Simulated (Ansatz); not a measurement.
**Be2C: from supercell energies to defect levels (C on the Be site)**

Theory: DFT PBE, scalar-relativistic, plane waves, PAW in Ansatz 0.2.0. Run with 420 eV cutoff, 2×2×2 k-mesh, shifted by half a step, Gaussian smearing of 0.01 eV, collinear spin in charge +1 alone.

Host crystal, relaxed:

```
Be C
1.0
     0.00000    2.16420    2.16420
     2.16420    0.00000    2.16420
     2.16420    2.16420    0.00000
Be C
2 1
Direct
  0.75000 0.75000 0.75000
  0.25000 0.25000 0.25000
  0.00000 0.00000 0.00000
```

The C on the Be site was set at (0.750, 0.750, 0.750) of the host cell, in a supercell of 48 sites (324 Å³), relaxed at fixed cell in each charge q. The host's Kohn–Sham gap is 1.17 eV and its static dielectric constant 14.9 (mean). For each charge: the supercell's free energy over the neutral one with q electrons exchanged at the valence band top, F(q) − F(0) + qE_v; the image-charge term; and the term that aligns the potential far from the defect with the host's.

```
 q F(q) − F(0) + qE_v (eV) image charge (eV) alignment (eV)
+2                   -3.337              0.811          -0.120
+1                   -1.711              0.203          -0.001
 0                    0.000              0.000           0.000
```

Task: Add the terms and find the levels between neighbouring charges, ε(q/q′) = [A(q′) − A(q)]/(q − q′), with and without the two corrections.

Result: A(q): -2.646 eV for +2, -1.509 eV for +1, 0.000 eV for 0.
```json
{"level": "(+2/+1)", "corrected (eV over E_v)": "1.14", "uncorrected (eV)": "1.63"}
{"level": "(+1/0)", "corrected (eV over E_v)": "1.51", "uncorrected (eV)": "1.71"}
```

As a check, a point charge in a simple cubic cell of this volume has q²αe²/(2εL) = 0.199 q² eV (e² = 14.40 eV Å, α = 2.837, L = 6.87 Å); the shape of the real cell can change it somewhat. The term grows as q², so it pushes donor levels down and acceptor levels up. The program doubts the alignment for q = +2, +1, so levels beside it are uncertain by about that term.

Task: Which of these charges is lowest with the Fermi level at the valence band top, at mid-gap and at the conduction band bottom?

Result: The line A(q) + qE_F that lies lowest gives the charge: +2 at E_F = 0.00 eV, +2 at E_F = 0.59 eV, +1 at E_F = 1.17 eV. (+1/0) falls outside this Kohn–Sham gap, so the change of charge isn't reached within it; the real gap is usually wider and may hold a localised level, while a level that comes from a carrier in the host's bands only marks the band edge and moves with it. In charge +1 the cell has partly filled levels, from a carrier spread over the host's bands, a defect level that the small cell broadens into a band, or a degenerate defect level that the symmetric start can't split, so the levels beside it are doubtful. Charges beyond those computed could lie lower near the band edges.

Task: The neutral defect forms at 8.12 eV with atoms taken from and returned to the elements. What are the formation energies at those three Fermi levels, and what share of sites would hold the defect at 1200 K with E_F at mid-gap, if the host still stood at that temperature?

Result: E_f = E_f(0) + A(q) + qE_F = 5.48, 6.65, 7.78 eV. In the dilute limit the share is exp(−E_f/k_BT) = exp(−6.648/0.1034) = 1.2×10⁻²⁸, leaving out degeneracy and vibrational entropy. Both elements stand at their elemental potentials, a limit that the host or competing compounds often put out of reach. The small cell and the narrow Kohn–Sham gap leave errors of tenths of an eV or more, which change the share by orders of magnitude.